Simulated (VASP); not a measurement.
# MgTe (F-43m) in VASP: further runs, part 2 of 2

VASP 6.6.1. The steps go on from the part before.

## Step 3: Relaxation of cell and atoms, PBEsol

This run uses another cell than the first one, of 33.37 Å³/atom, 0.988 times its volume.

Contents of INCAR:

```
SYSTEM = MgTe
ALGO = Normal
EDIFF = 1E-7
EDIFFG = -0.005
ENCUT = 600
GGA = PS
IBRION = 2
ISIF = 3
ISMEAR = 0
LASPH = .TRUE.
LCHARG = .FALSE.
LREAL = .FALSE.
LWAVE = .FALSE.
NELM = 80
NSW = 90
PREC = Accurate
SIGMA = 0.03
```

Contents of KPOINTS:

```
k-points
0
G
  8 8 8
  0 0 0
```

Contents of POSCAR:

```
MgTe                                    
1.0
    0.0000000000      3.2194527928      3.2194527928
    3.2194527928      0.0000000000      3.2194527928
    3.2194527928      3.2194527928      0.0000000000
  Mg              Te            
     1     1
Direct
     0.0000000000000000    0.0000000000000000    0.0000000000000000
     0.2500000000000000    0.2500000000000000    0.2500000000000000
```

Potentials or basis: VASP PAW PBE potentials, release 64 (Mg, Te).

Launch:

```sh
cat potpaw_PBE.64/Mg/POTCAR potpaw_PBE.64/Te/POTCAR > POTCAR
mpirun -np 1 vasp_std > vasp.out
```

OUTCAR:

```text
SYSTEM = MgTe
   EDIFF = 1E-7
   EDIFFG = -0.005
   ENCUT = 600
   GGA = PS
   IBRION = 2
   ISIF = 3
   ISMEAR = 0
   LASPH = .TRUE.
   LREAL = .FALSE.
   NELM = 80
   NSW = 90
   PREC = Accurate

 ion  position               nearest neighbor table
   1  0.000  0.000  0.000-   2 2.79   2 2.79   2 2.79   2 2.79
   2  0.250  0.250  0.250-   1 2.79   1 2.79   1 2.79   1 2.79

  LATTYP: Found a face centered cubic cell.
 ALAT       =     6.4389055856

  Lattice vectors:

 A1 = (   0.0000000000,   3.2194527928,   3.2194527928)
 A2 = (   3.2194527928,   0.0000000000,   3.2194527928)
 A3 = (   3.2194527928,   3.2194527928,   0.0000000000)

Analysis of symmetry for initial positions (statically):
=====================================================================
 Subroutine PRICEL returns:
 Original cell was already a primitive cell.

 Routine SETGRP: Setting up the symmetry group for a
 face centered cubic supercell.

 Subroutine GETGRP returns: Found 24 space group operations
 (whereof 24 operations were pure point group operations)
 out of a pool of 48 trial point group operations.

The static configuration has the point symmetry T_d .

Analysis of symmetry for dynamics (positions and initial velocities):
=====================================================================
 Subroutine PRICEL returns:
 Original cell was already a primitive cell.

 Routine SETGRP: Setting up the symmetry group for a
 face centered cubic supercell.

 Subroutine GETGRP returns: Found 24 space group operations
 (whereof 24 operations were pure point group operations)
 out of a pool of 48 trial point group operations.

The dynamic configuration has the point symmetry T_d .

 Subroutine INISYM returns: Found 24 space group operations
[... 171 lines left out ...]
      1.60973      1.60973      1.60973        -0.000000     -0.000000     -0.000000
 -----------------------------------------------------------------------------------
    total drift:                                0.000000      0.000000      0.000000

  FREE ENERGIE OF THE ION-ELECTRON SYSTEM (eV)
  ---------------------------------------------------
  free  energy   TOTEN  =        -6.8930800222 eV

  energy  without entropy=       -6.8930800222  energy(sigma->0) =       -6.89308002

--------------------------------------- Ionic step        2  -------------------------------------------

 number of electron       8.0000000 magnetization

 Free energy of the ion-electron system (eV)
  ---------------------------------------------------
  ext. energy  EPLUGINS =         0.00000000
  ---------------------------------------------------
  free energy    TOTEN  =        -6.89308494 eV

  energy without entropy =       -6.89308494  energy(sigma->0) =       -6.89308494

 E-fermi :   1.9740     XC(G=0):  -8.0405

 val. band max:        1.8534973287   @ k =   0.0000   0.0000   0.0000
 cond. band min:       4.1988277489   @ k =   0.0000   0.0000   0.0000
 fundamental gap:      2.3453304201
 Fermi energy:         1.9740174431

 k-point     1 :       0.0000    0.0000    0.0000
  band No.  band energies     occupation
      1      -8.3949      2.00000
      2       1.8535      2.00000
      3       1.8535      2.00000
      4       1.8535      2.00000
      5       4.1988      0.00000
      6       7.2835      0.00000
      7       7.2835      0.00000
      8       7.2835      0.00000
[... 243 lines left out ...]
 k-point    24 :      -0.3750    0.2500    0.1250
  band No.  band energies     occupation
      1      -7.6895      2.00000
      2      -1.1500      2.00000
      3       0.3545      2.00000
      4       1.0605      2.00000
      5       6.1329      0.00000
      6       6.6365      0.00000
      7       8.5137      0.00000
      8       9.0158      0.00000

 [... further k-points ...]

------------------------ aborting loop because EDIFF is reached ----------------------------------------

  FORCE on cell =-STRESS in cart. coord.  units (eV):
  Direction    XX          YY          ZZ          XY          YZ          ZX
  --------------------------------------------------------------------------------------
  -------------------------------------------------------------------------------------
  Total       -0.0008137     -0.0008137     -0.0008137     -0.0000000     -0.0000000      0.0000000
  in kB       -0.0195173     -0.0195173     -0.0195173     -0.0000000     -0.0000000      0.0000000
  external PRESSURE =      -0.0195173 kB  Pullay stress =       0.0000000 kB

 VOLUME and BASIS-vectors are now :
 -----------------------------------------------------------------------------
  energy-cutoff  :      600.00
  volume of cell :       66.80
      direct lattice vectors                 reciprocal lattice vectors
     0.000000000  3.220425776  3.220425776    -0.155258973  0.155258973  0.155258973
     3.220425776 -0.000000000  3.220425776     0.155258973 -0.155258973  0.155258973
     3.220425776  3.220425776 -0.000000000     0.155258973  0.155258973 -0.155258973

 POSITION                                       TOTAL-FORCE (eV/Angst)
 -----------------------------------------------------------------------------------
      0.00000      0.00000      0.00000        -0.000000     -0.000000     -0.000000
      1.61021      1.61021      1.61021         0.000000      0.000000      0.000000
 -----------------------------------------------------------------------------------
    total drift:                                0.000000      0.000000      0.000000

  FREE ENERGIE OF THE ION-ELECTRON SYSTEM (eV)
  ---------------------------------------------------
  free  energy   TOTEN  =        -6.8930849428 eV

  energy  without entropy=       -6.8930849428  energy(sigma->0) =       -6.89308494

 reached required accuracy - stopping structural energy minimisation
```

CONTCAR:

```text
MgTe
   1.00000000000000
     0.0000000000000000    3.2204257758481205    3.2204257758481205
     3.2204257758481205   -0.0000000000000000    3.2204257758481205
     3.2204257758481205    3.2204257758481205   -0.0000000000000000
  Mg              Te
     1     1
Direct
     0.0000000000000000    0.0000000000000000    0.0000000000000000
     0.2500000000000000    0.2500000000000000    0.2500000000000000

  0.00000000E+00  0.00000000E+00  0.00000000E+00
  0.00000000E+00  0.00000000E+00  0.00000000E+00
```

It took 29 s on 1 thread of AMD EPYC 7R13 (Zen 3), shared host; peak memory 0.2 GiB.

Results:

- Free energy: -6.8931 eV
- Relaxed volume: 33.40 Å³/atom
- Relaxed cell: a = 4.554 Å, b = 4.554 Å, c = 4.554 Å, α = 60.00°, β = 60.00°, γ = 60.00°
- Space group after relaxing (to 0.05 Å): F-43m (No. 216)
- Energy gained by relaxing: 0.0 meV/atom
- Ionic steps: 2
- Pressure after relaxing: 0.0 GPa
- Band gap on the k mesh: 2.35 eV, direct

Final structure:
```cif
data_structure
_symmetry_space_group_name_H-M 'P 1'
_symmetry_Int_Tables_number 1
_cell_length_a 4.5544
_cell_length_b 4.5544
_cell_length_c 4.5544
_cell_angle_alpha 60.000
_cell_angle_beta 60.000
_cell_angle_gamma 60.000
_cell_volume 66.80
loop_
_atom_site_label
_atom_site_type_symbol
_atom_site_fract_x
_atom_site_fract_y
_atom_site_fract_z
_atom_site_occupancy
Mg1 Mg 0.00000 0.00000 0.00000 1
Te1 Te 0.25000 0.25000 0.25000 1
```

Levels at points of the mesh, in eV from the valence-band top:
| k point | band 1 | band 2 | band 3 | band 4 | band 5 | band 6 | band 7 | band 8 |
| --- | --- | --- | --- | --- | --- | --- | --- | --- |
| (0.00, 0.00, 0.00) | -10.25 | 0.00 | 0.00 | 0.00 | 2.35 | 5.43 | 5.43 | 5.43 |
| (0.50, 0.00, 0.00) | -9.65 | -3.28 | -0.43 | -0.43 | 3.17 | 5.47 | 5.47 | 7.19 |
| (0.50, 0.50, 0.00) | -9.44 | -3.09 | -1.21 | -1.21 | 2.70 | 3.48 | 9.60 | 9.60 |

Caveat: the PAW data sets were made with another functional, which shifts forces and pressure a little; spin-orbit coupling is left out, which moves the levels of the heavy elements. A k mesh can miss the band edges.
